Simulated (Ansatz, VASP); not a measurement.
**As in VASP and in Ansatz**

```
CELL_PARAMETERS angstrom
1.42576 -4.35006 0.00000
1.42576 4.35006 0.00000
0.00000 0.00000 3.69152
ATOMIC_POSITIONS crystal
As 0.90382 0.09618 0.25000
As 0.09618 0.90382 0.75000
```

Alike in both runs: functional PBE; k mesh 20 × 20 × 16; occupations gaussian, width 0.1 eV; no spin polarisation.

Ansatz relaxed the structure, and its values are those at the end. VASP's run is a single point on that final structure, the one shown.

|  | VASP | Ansatz |
| --- | --- | --- |
| version | VASP 6.6.1 | Ansatz 0.2.0 |
| potentials or method | VASP PAW PBE potentials, release 64 (As) | scalar-relativistic, plane waves, PAW |
| plane-wave cutoff (eV) | 520 | 420 |
| valence electrons in the cell | 10 | 30 |

VASP gave:

- gap on the k mesh at the Fermi level (eV): none
- pressure (GPa): 0.2
- rms of the force components (eV/Å): 0.029

Problem. What did Ansatz give for the same quantities?

Solution. gap on the k mesh at the Fermi level (eV): none; pressure (GPa): 0.0; rms of the force components (eV/Å): 0.003.

A gap of «none» marks a metal or a gap that the smearing closes. The two sets of potentials don't hold the same shells in valence.
